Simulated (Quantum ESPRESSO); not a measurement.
**Hf under changes of volume**

One of the cells (23.523 Å³/atom); the others are scaled copies at fixed shape and fractional positions:

```
CELL_PARAMETERS angstrom
-1.80500 1.80500 1.80500
1.80500 -1.80500 1.80500
1.80500 1.80500 -1.80500
ATOMIC_POSITIONS crystal
Hf 0.00000 0.00000 0.00000
```

This isn't the form of Hf at room conditions, which is hcp.

| Item | Value |
| --- | --- |
| Program | Quantum ESPRESSO 7.5 |
| Functional | PBE |
| Dispersion | D3(BJ) |
| Potentials or basis | PseudoDojo 0.4.1 SR PBE standard |
| Cutoff | 789 eV |
| Density cutoff | 3157 eV |
| k mesh | 10 × 10 × 10 |
| Occupations | fermi-dirac, width 0.05 eV |
| Spin | no spin polarisation |

| volume (Å³/atom) | energy over the lowest point (meV/atom) | pressure (GPa) |
| --- | --- | --- |
| 22.112 | 0.00 | -1.9 |
| 22.582 | 8.69 | -3.9 |
| 23.052 | 23.22 | -5.8 |
| 23.523 | 43.11 | -7.5 |
| 23.993 | 67.79 | -9.0 |
| 24.464 | 96.75 | -10.4 |
| 24.934 | ? | ? |

Question: What does the run at 24.934 Å³/atom give?

Answer: Energy over the lowest point 129.51 meV/atom; pressure -11.7 GPa.

Worked out: A Birch-Murnaghan fit of order 3 (a polynomial in V^(-2/3)) to the other rows has its minimum at 21.73 Å³/atom, just outside them, with B0 = V·E''(V) = 112 GPa and B' = 3.9. It gives 129.56 meV/atom at 24.934 Å³/atom, against the run's 129.51, and -dE/dV = -11.8 GPa, against -11.7.

Energies are extrapolated to zero smearing.

Caveats: pairwise dispersion overbinds metals, which lowers pressure and volume.
